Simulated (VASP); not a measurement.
# IrO2 (P4_2/mnm) in VASP: further runs

One crystal, IrO2, is run at these levels: PBEsol; tasks: single point.

All numbers are computed with VASP 6.6.1; they aren't measurements. Logs are shortened: lines on timing, memory, paths and dates and some standing lists are left out, and cuts for length are marked.

## Step 1: The structure

It takes space group P4_2/mnm (No. 136, tetragonal). Conventional cell: a = 4.499 Å, b = 4.499 Å, c = 3.146 Å, α = 90.00°, β = 90.00°, γ = 90.00°. Ir (site symmetry mmm) has 6 O at 1.98 Å as nearest neighbours. O (site symmetry m2m) has 3 Ir at 1.98 Å as nearest neighbours.

## Step 2: Single point, PBEsol, collinear spin, typed start

INCAR

```
SYSTEM = IrO2
PREC = Accurate
ENCUT = 520
EDIFF = 1E-7
ISMEAR = 0
SIGMA = 0.05
LREAL = .FALSE.
LASPH = .TRUE.
NELM = 150
ALGO = Fast
ISIF = 2
LWAVE = .FALSE.
LCHARG = .TRUE.
ISPIN = 2
MAGMOM = 5 5 0 0 0 0
LORBIT = 11
LMAXMIX = 4
GGA = PS
LELF = .TRUE.
LVHAR = .TRUE.
NBANDS = 34
```

KPOINTS

```
Automatic mesh
0
G
  5 5 7
  0 0 0
```

POSCAR

```
IrO2
1.0
    4.4990002600      0.0000000000      0.0000000000
    0.0000000000      4.4990002600      0.0000000000
    0.0000000000      0.0000000000      3.1460001800
Ir O
2 4
Direct
    0.0000000000      0.0000000000      0.0000000000
    0.5000000000      0.5000000000      0.5000000000
    0.3110000000      0.3110000000      0.0000000000
    0.1890000000      0.8110000000      0.5000000000
    0.6890000000      0.6890000000      0.0000000000
    0.8110000000      0.1890000000      0.5000000000
```

Potentials or basis: VASP PAW PBE potentials, release 64 (Ir, O).

Run with:

```sh
$ cat potpaw_PBE.64/Ir/POTCAR potpaw_PBE.64/O/POTCAR > POTCAR
$ mpirun -np 1 vasp_std > vasp.out
```

OUTCAR:

```text
SYSTEM = IrO2
   PREC = Accurate
   ENCUT = 520
   EDIFF = 1E-7
   ISMEAR = 0
   LREAL = .FALSE.
   LASPH = .TRUE.
   NELM = 150
   ISIF = 2
   ISPIN = 2
   LORBIT = 11
   GGA = PS

 ion  position               nearest neighbor table
   1  0.000  0.000  0.000-   3 1.98   5 1.98   4 1.98   6 1.98   4 1.98   6 1.98
   2  0.500  0.500  0.500-   4 1.98   6 1.98   5 1.98   3 1.98   3 1.98   5 1.98
   3  0.311  0.311  0.000-   1 1.98   2 1.98   2 1.98
   4  0.189  0.811  0.500-   2 1.98   1 1.98   1 1.98
   5  0.689  0.689  0.000-   1 1.98   2 1.98   2 1.98
   6  0.811  0.189  0.500-   2 1.98   1 1.98   1 1.98

  LATTYP: Found a simple tetragonal cell.
 ALAT       =     4.4990002600
 C/A-ratio  =     0.6992665033

  Lattice vectors:

 A1 = (   4.4990002600,   0.0000000000,   0.0000000000)
 A2 = (   0.0000000000,   4.4990002600,   0.0000000000)
 A3 = (   0.0000000000,   0.0000000000,   3.1460001800)

Analysis of symmetry for initial positions (statically):
=====================================================================
 Subroutine PRICEL returns:
 Original cell was already a primitive cell.

 Routine SETGRP: Setting up the symmetry group for a
 simple tetragonal supercell.

 Subroutine GETGRP returns: Found 16 space group operations
 (whereof  8 operations were pure point group operations)
 out of a pool of 16 trial point group operations.

The static configuration has the point symmetry D_2h.
 The point group associated with its full space group is D_4h.

Analysis of symmetry for dynamics (positions and initial velocities):
=====================================================================
 Subroutine PRICEL returns:
 Original cell was already a primitive cell.

 Routine SETGRP: Setting up the symmetry group for a
 simple tetragonal supercell.

 Subroutine GETGRP returns: Found 16 space group operations
 (whereof  8 operations were pure point group operations)
 out of a pool of 16 trial point group operations.

The dynamic configuration has the point symmetry D_2h.
 The point group associated with its full space group is D_4h.

Analysis of structural, dynamic, and magnetic symmetry:
=====================================================================
 Subroutine PRICEL returns:
 Original cell was already a primitive cell.

 Routine SETGRP: Setting up the symmetry group for a
 simple tetragonal supercell.

 Subroutine GETGRP returns: Found 16 space group operations
 (whereof  8 operations were pure point group operations)
 out of a pool of 16 trial point group operations.

The overall configuration has the point symmetry D_2h.
 The point group associated with its full space group is D_4h.

 Subroutine INISYM returns: Found 16 space group operations
 (whereof  8 operations are pure point group operations),
 and found     1 'primitive' translations

----------------------------------------------------------------------------------------

                                     Primitive cell

  volume of cell :      63.6782

  direct lattice vectors                    reciprocal lattice vectors
     4.499000260  0.000000000  0.000000000     0.222271603  0.000000000  0.000000000
     0.000000000  4.499000260  0.000000000     0.000000000  0.222271603  0.000000000
     0.000000000  0.000000000  3.146000180     0.000000000  0.000000000  0.317863936

  length of vectors
     4.499000260  4.499000260  3.146000180     0.222271603  0.222271603  0.317863936

  position of ions in fractional coordinates (direct lattice)
     0.000000000  0.000000000  0.000000000
     0.500000000  0.500000000  0.500000000
     0.311000000  0.311000000  0.000000000
     0.189000000  0.811000000  0.500000000
     0.689000000  0.689000000  0.000000000
     0.811000000  0.189000000  0.500000000

  ion indices of the primitive-cell ions
   primitive index   ion index
                 1           1
                 2           2
                 3           3
                 4           4
                 5           5
                 6           6

----------------------------------------------------------------------------------------

[... 50 lines left out ...]
   k-points           NKPTS =     24   k-points in BZ     NKDIM =     24   number of bands    NBANDS=     34
   number of dos      NEDOS =    301   number of ions     NIONS =      6
   total plane-waves  NPLWV =  31104
   dimension x,y,z NGX =    36 NGY =   36 NGZ =   24
   dimension x,y,z NGXF=    72 NGYF=   72 NGZF=   48
   ions per type =               2   4
   NGX,Y,Z   is equivalent  to a cutoff of  13.30, 13.30, 12.68 a.u.
   NGXF,Y,Z  is equivalent  to a cutoff of  26.61, 26.61, 25.36 a.u.
 SYSTEM =  IrO2
   PREC   = accura    normal or accurate (medium, high low for compatibility)
   ISTART =      0    job   : 0-new  1-cont  2-samecut
   ICHARG =      2    charge: 1-file 2-atom 10-const
   ISPIN  =      2    spin polarized calculation?
   LNONCOLLINEAR =      F non collinear calculations
   LSORBIT =      F    spin-orbit coupling
   LASPH  =      T    aspherical Exc in radial PAW
   ENCUT  =  520.0 eV  38.22 Ry    6.18 a.u.   8.37  8.37  5.85*2*pi/ulx,y,z
   NELM   =    150;   NELMIN=  2; NELMDL= -5     # of ELM steps
   EDIFF  = 0.1E-06   stopping-criterion for ELM
   LREAL  =      F    real-space projection
   EDIFFG = 0.1E-05   stopping-criterion for IOM
   NSW    =      0    number of steps for IOM
   IBRION =     -1    ionic relax: 0-MD 1-quasi-New 2-CG
   NFREE  =      0    steps in history (QN), initial steepest desc. (CG)
   ISIF   =      2    stress and relaxation
   ISYM   =      2    0-nonsym 1-usesym 2-fastsym
   POTIM  = 0.5000    time-step for ionic-motion
   TEBEG  =    0.0;   TEEND  =   0.0 temperature during run
   PSTRESS=    0.0 pullay stress
   NELECT =      42.0000    total number of electrons
   NUPDOWN=      -1.0000    fix difference up-down
   EMIN   =  10.00;   EMAX   =-10.00  energy-range for DOS
   EFERMI =   0.00;   METHOD = LEGACY
   ISMEAR =     0;   SIGMA  =   0.05  broadening in eV -4-tet -1-fermi 0-gaus
   EFERMI_NEDOS =   21; number of points for ismear=-14 and -15
   IALGO  =     68    algorithm
   IMIX   =      4    mixing-type and parameters
     AMIX     =   0.40;   BMIX     =  1.00
     AMIX_MAG =   1.60;   BMIX_MAG =  1.00
  volume/ion in A,a.u.               =      10.61        71.62
  Fermi-wavevector in a.u.,A,eV,Ry     =   1.425042  2.692939 27.629959  2.030745
  Thomas-Fermi vector in A             =   2.545469
   LORBIT       =     11    0 simple, 1 ext, 2 COOP (PROOUT), +10 PAW based schemes
   GGA     = PS    functional components
   LHFCALC =     F    Hartree Fock is set to
   AEXX    =    0.0000 exact exchange contribution
   IVDW    =     0    specifies the selected vdW correction
   LEPSILON=     F    determine dielectric tensor
   LRPA    =     F    only Hartree local field effects (RPA)
 spin polarized calculation
 RMM-DIIS sequential band-by-band and
 Gauss-broadening in eV      SIGMA  =   0.05
  energy-cutoff  :      520.00
  volume of cell :       63.68
 maximum number of plane-waves:      1731
 NGX is ok and might be reduce to    36
   NGX = 17   NGY = 17   NGZ = 11

 number of electron      42.0000000 magnetization      10.0000000

 number of electron      42.0000009 magnetization       0.3682318

 Free energy of the ion-electron system (eV)
  ---------------------------------------------------
  ext. energy  EPLUGINS =         0.00000000
  ---------------------------------------------------
  free energy    TOTEN  =       -45.51482647 eV

  energy without entropy =      -45.50989536  energy(sigma->0) =      -45.51236092

 E-fermi :   6.1765     XC(G=0): -12.2937

 val. band max:        6.1720711482   @ k =   0.4000   0.2000   0.1429
 cond. band min:       6.2266704742   @ k =   0.4000   0.0000   0.2857
 fundamental gap:      0.0545993260
 Fermi energy:         6.1764531760

 spin component 1

 k-point     1 :       0.0000    0.0000    0.0000
  band No.  band energies     occupation
      1     -15.1637      1.00000
      2     -13.9438      1.00000
      3     -12.7713      1.00000
      4     -12.7713      1.00000
      5      -3.8534      1.00000
      6      -3.6134      1.00000
[... 853 lines left out ...]
     32      17.7477      0.00000
     33      19.0523      0.00000
 Fermi energy:         6.1764531760

 spin component 2

 k-point     1 :       0.0000    0.0000    0.0000
  band No.  band energies     occupation
      1     -15.1147      1.00000
      2     -13.8918      1.00000
      3     -12.7148      1.00000
      4     -12.7148      1.00000
      5      -3.8261      1.00000
      6      -3.5815      1.00000
[... 853 lines left out ...]
     32      17.7941      0.00000
     33      19.0773      0.00000
 [bands above 33 left out]

------------------------ aborting loop because EDIFF is reached ----------------------------------------

  FORCE on cell =-STRESS in cart. coord.  units (eV):
  Direction    XX          YY          ZZ          XY          YZ          ZX
  --------------------------------------------------------------------------------------
  -------------------------------------------------------------------------------------
  Total       -0.5738079     -0.5738079      2.3828996      0.0000000      0.0000000      0.0000000
  in kB      -14.4373107    -14.4373107     59.9550201      0.0000000      0.0000000      0.0000000
  external PRESSURE =      10.3601329 kB  Pullay stress =       0.0000000 kB

 VOLUME and BASIS-vectors are now :
 -----------------------------------------------------------------------------
  energy-cutoff  :      520.00
  volume of cell :       63.68
      direct lattice vectors                 reciprocal lattice vectors
     4.499000260  0.000000000  0.000000000     0.222271603  0.000000000  0.000000000
     0.000000000  4.499000260  0.000000000     0.000000000  0.222271603  0.000000000
     0.000000000  0.000000000  3.146000180     0.000000000  0.000000000  0.317863936

 POSITION                                       TOTAL-FORCE (eV/Angst)
 -----------------------------------------------------------------------------------
      0.00000      0.00000      0.00000         0.000000      0.000000      0.000000
      2.24950      2.24950      1.57300         0.000000      0.000000      0.000000
      1.39919      1.39919      0.00000        -0.421496     -0.421496      0.000000
      0.85031      3.64869      1.57300         0.421496     -0.421496      0.000000
      3.09981      3.09981      0.00000         0.421496      0.421496      0.000000
      3.64869      0.85031      1.57300        -0.421496      0.421496      0.000000
 -----------------------------------------------------------------------------------
    total drift:                                0.000000      0.000000     -0.000000

  FREE ENERGIE OF THE ION-ELECTRON SYSTEM (eV)
  ---------------------------------------------------
  free  energy   TOTEN  =       -45.5148264705 eV

  energy  without entropy=      -45.5098953640  energy(sigma->0) =      -45.51236092

 total charge

# of ion       s       p       d       tot
------------------------------------------
    1        0.632   0.848   6.902   8.382
    2        0.632   0.848   6.902   8.382
    3        1.548   3.445   0.000   4.993
    4        1.548   3.445   0.000   4.993
    5        1.548   3.445   0.000   4.993
    6        1.548   3.445   0.000   4.993
--------------------------------------------------
tot          7.456  15.475  13.804  36.735

 magnetization (x)

# of ion       s       p       d       tot
------------------------------------------
    1        0.000   0.000   0.107   0.107
    2        0.000   0.000   0.107   0.107
    3        0.001   0.030   0.000   0.031
    4        0.001   0.030   0.000   0.031
    5        0.001   0.030   0.000   0.031
    6        0.001   0.030   0.000   0.031
--------------------------------------------------
tot          0.003   0.123   0.214   0.339
```

It took 45 s on 1 thread of Intel Xeon 6975P-C (Granite Rapids), shared host; peak memory 0.24 GiB.

Results:

| Property | Result |
| --- | --- |
| Free energy | -45.5148 eV |
| Pressure | 1.0 GPa |
| Largest force | 0.596 eV/Å |
| Band gap on the k mesh | none (metal or under the smearing width) |
| Net moment | 0.37 μB per cell |
| Site moments | Ir +0.11; O +0.03 μB |
| Valence electrons inside the program's atomic spheres | Ir 8.38; O 4.99 |

Forces in eV/Å, atoms in the order of the input:
```
Ir   0.000  0.000  0.000
Ir   0.000  0.000  0.000
O   -0.421 -0.421  0.000
O    0.421 -0.421  0.000
O    0.421  0.421  0.000
O   -0.421  0.421  0.000
```

Levels at points of the mesh, in eV from the Fermi level:
Spin up:
```csv
k point,band 19,band 20,band 21,band 22,band 23,band 24
"(0.00, 0.00, 0.00)",-2.54,-2.27,-2.22,0.63,1.16,4.02
```
Spin down:
```tsv
k point	band 17	band 18	band 19	band 20	band 21	band 22	band 23	band 24	band 25	band 26
(0.00, 0.00, 0.00)	-2.46	-2.45	-2.45	-2.17	-2.14	0.69	1.31	4.07	4.34	4.34
```

Caveat: the PAW data sets were made with another functional, which shifts forces and pressure a little; the moment fell far below its start of 5 μB, so a state of higher moment may lie lower in energy.

[end of part 1 of 2]
